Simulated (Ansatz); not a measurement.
TePb:

```
Pb Te
1.0
     0.00000    3.23100    3.23100
     3.23100    0.00000    3.23100
     3.23100    3.23100    0.00000
Pb Te
1 1
Direct
  0.00000 0.00000 0.00000
  0.50000 0.50000 0.50000
```

```yaml
Program: Ansatz 0.2.0
Task: relaxation of cell and atoms
Functional: SVWN5
Potentials_or_basis: all-electron LAPW, scalar-relativistic
Basis_error_allowed: 0.002 eV/atom
k_mesh: 7 × 7 × 7
Occupations: methfessel-paxton, width 0.025 eV
Spin: no spin polarisation
```

At the start: volume 33.73 Å³/atom.

Task: Where does the relaxation end?

Result: Over 4 steps the energy falls by 7.3 meV/atom and the volume is 32.46 Å³/atom (-3.8 %); space group Fm-3m (No. 225, to 0.05 Å).

The path:
```
step  energy change (eV)  largest force (eV/Å)  volume (Å³)
   1              0.0000                0.0000        67.46
   2             -0.0128                0.0000        63.99
   3             -0.0147                0.0000        64.93
   4             -0.0147                0.0000        64.93
```

Final structure:
```
Pb Te
1.0
     0.00000    3.19006    3.19006
     3.19006    0.00000    3.19006
     3.19006    3.19006    0.00000
Pb Te
1 1
Direct
  0.00000 0.00000 0.00000
  0.50000 0.50000 0.50000
```
